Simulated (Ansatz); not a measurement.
**Ni3Si: opening a crack plane**

Ni3Si, Pm-3m, a = 3.461 Å. The structure is a COD entry; whether it is the stable form wasn't checked. Ansatz: PBEsol, PAW, 420 eV, Γ-centred 13×13×5 mesh on 12 atoms, Gaussian smearing 0.15 eV; no spin polarisation. One cut on (100) per cell of 12 atoms is opened rigidly by x, between planes of Ni+Si and Ni that stand 1.73 Å apart; y is the energy per area (11.980 Å², 1 eV/Å² = 16.02 J/m²).

| x (Å) | y (J/m²) |
| --- | --- |
| 0.00 | 0.000 |
| 0.50 | 1.310 |
| 1.00 | 3.163 |
| 2.00 | ? |
| 3.00 | 5.650 |
| 6.00 | 5.748 |

Fit the universal binding curve y = W[1 − (1 + x/l) e^(−x/l)] to the other rows, give the peak stress, and predict the missing value.

Least squares gives W = 5.78 J/m² and l = 0.547 Å. The stress dy/dx peaks at x = l with W/(e l) = 38.9 GPa, for rigid faces. At x = 2.00: x/l = 3.656, y = 5.085 J/m². The run gave 5.150 J/m², so the fit is 0.065 J/m² too low, a small miss on the scale of the series.

Cost: 6 runs of about 21 core-minutes in all, on Arm Neoverse V1 (shared hosts).